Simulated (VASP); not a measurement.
Set up this calculation in VASP 6.6.1, as the native input.

```yaml
Task: electrostatic potential
Functional: HSE06
Potentials_or_basis: VASP PAW PBE potentials, release 64 (Si, Mg)
Cutoff: 520 eV
k_mesh: 6 × 6 × 6
Occupations: gaussian, width 0.02 eV
Spin: no spin polarisation
Grid_for_exact_exchange_PRECFOCK: Fast
Screening_parameter: 0.2 1/A
Further_INCAR_settings: ALGO = Normal; EDIFF = 1e-06
```

Crystal: Mg2Si.

```
Si Mg
1.0
     0.00000    3.17969    3.17969
     3.17969    0.00000    3.17969
     3.17969    3.17969    0.00000
Si Mg
1 2
Direct
  0.00000 0.00000 0.00000
  0.25000 0.25000 0.25000
  0.75000 0.75000 0.75000
```

The cell was built by a generator and needn't be a form met in nature.

One way to write it, as run:

POSCAR

```
Mg2Si                                   
1.0
    0.0000000000      3.1796925105      3.1796925105
    3.1796925105      0.0000000000      3.1796925105
    3.1796925105      3.1796925105     -0.0000000000
  Si              Mg            
     1     2
Direct
     0.0000000000000000    0.0000000000000000    0.0000000000000000
     0.2500000000000000    0.2500000000000000    0.2500000000000000
     0.7500000000000000    0.7500000000000000    0.7500000000000000
```

INCAR.step1

```
SYSTEM = Mg2Si
  PREC = Accurate
  ENCUT = 520
  EDIFF = 1E-5
  ISMEAR = 0
  SIGMA = 0.02
  LREAL = .False.
  LASPH = .True.
  NELM = 60
  ALGO = Normal
  ISIF = 2
  LWAVE = .True.
  GGA = PE
  KPAR = 4
```

INCAR.step2

```
SYSTEM = Mg2Si
  PREC = Accurate
  ENCUT = 520
  EDIFF = 1E-6
  ISMEAR = 0
  SIGMA = 0.02
  LREAL = .False.
  LASPH = .True.
  NELM = 60
  ALGO = Normal
  ISIF = 2
  LWAVE = .False.
  LCHARG = .True.
  GGA = PE
  LHFCALC = .True.
  HFSCREEN = 0.2
  PRECFOCK = Fast
  LVHAR = .True.
  ISTART = 1
  KPAR = 4
```

KPOINTS

```
regular mesh
0
Gamma
  6 6 6
  0 0 0
```

Potentials or basis: VASP PAW PBE potentials, release 64 (Si, Mg).

The run is started by

```sh
$ cat potpaw_PBE.64/Si/POTCAR potpaw_PBE.64/Mg/POTCAR > POTCAR
$ cp INCAR.step1 INCAR
$ mpirun -np 4 vasp_std > vasp.out
$ cp INCAR.step2 INCAR
$ mpirun -np 4 vasp_std > vasp.out
```

It gave:

```
Pressure               : -0.8 GPa
Band gap on the k mesh : 0.59 eV, indirect (least direct gap 2.47 eV)
```

Caveat: the PAW data sets were made with another functional, which shifts forces and pressure a little.

Run time: 65 s on 4 MPI ranks on Intel(R) Xeon(R) 6975P-C (Granite Rapids) (shared host), peak memory 0.31 GiB a rank.
